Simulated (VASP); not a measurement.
A run of VASP 6.6.1 is set up as follows.

The input INCAR:

```
SYSTEM = Cr
PREC = Accurate ; ENCUT = 520
EDIFF = 1E-7 ; ISMEAR = 0
SIGMA = 0.1 ; LREAL = .False.
LASPH = .True. ; NELM = 100
ALGO = Fast ; ISIF = 2
LWAVE = .False. ; LCHARG = .False.
GGA = PS ; NBANDS = 19
```

File KPOINTS:

```
regular mesh
0
Gamma
  20 20 10
  0 0 0
```

The input POSCAR:

```
Cr
1.0
    1.1345795718     -2.4034298886      0.0000000000
    1.1345795718      2.4034298886      0.0000000000
    0.0000000000      0.0000000000      4.1839931269
Cr
2
Direct
    0.1401945956      0.8598054044      0.7500000000
    0.8598054044      0.1401945956      0.2500000000
```

Potentials or basis: VASP PAW PBE potentials, release 64 (Cr_pv).

Run with:

```console
$ cat potpaw_PBE.64/Cr_pv/POTCAR > POTCAR
$ mpirun -np 1 vasp_std > vasp.out
```

(1) What does it give for the band gap on the k mesh?

(2) What does it give for the pressure?

Results:

(1) none (metal or under the smearing width).

(2) -0.5 GPa.

Caveat: the PAW data sets were made with another functional, which shifts forces and pressure a little; the run has no spin polarisation, though such a crystal can be magnetic.
